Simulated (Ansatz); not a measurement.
HgTe (Coloradoite) in Ansatz: the effect of functional

Crystal: HgTe (Coloradoite).

```xyz
2
Lattice="0.0000 3.2145 3.2145 3.2145 0.0000 3.2145 3.2145 3.2145 0.0000" Properties=species:S:1:pos:R:3 pbc="T T T"
Hg    0.0000    0.0000    0.0000
Te    4.8217    4.8217    4.8217
```

Alike in all runs:

```yaml
Program: Ansatz 0.2.0
Potentials_or_basis: Ansatz PAW
k_mesh: 4 × 4 × 4
Occupations: fermi-dirac, width 0.05 eV
Spin: no spin polarisation
```

| functional | cutoff | pressure (GPa) |
| --- | --- | --- |
| LDA | 420 eV (not typed: the program's choice for these potentials) | ? |
| PBE | 420 eV (not typed: the program's choice for these potentials) | 5.0 |
| PBEsol | 420 eV (not typed: the program's choice for these potentials) | 2.2 |
| RPBE | 420 eV (not typed: the program's choice for these potentials) | 6.7 |
| revPBE | 420 eV (not typed: the program's choice for these potentials) | 6.3 |
| BLYP | 420 eV (not typed: the program's choice for these potentials) | 8.3 |
| r2SCAN | 500 eV (not typed: the program's choice for these potentials) | 3.6 |
| HSE06 | 420 eV (not typed: the program's choice for these potentials) | 3.4 |
| PBE0 | 420 eV (not typed: the program's choice for these potentials) | 3.1 |
| r2SCAN0 | 500 eV (not typed: the program's choice for these potentials) | 2.3 |

Problem. What does the run with functional LDA give?

Solution. Pressure 0.6 GPa.

Caveats: all runs use coarse meshes; the PAW data sets come from PBE, with cores solved anew for the run's functional, which leaves a small shift of forces and pressure (some runs); the thresholds are loose for stress (some runs).
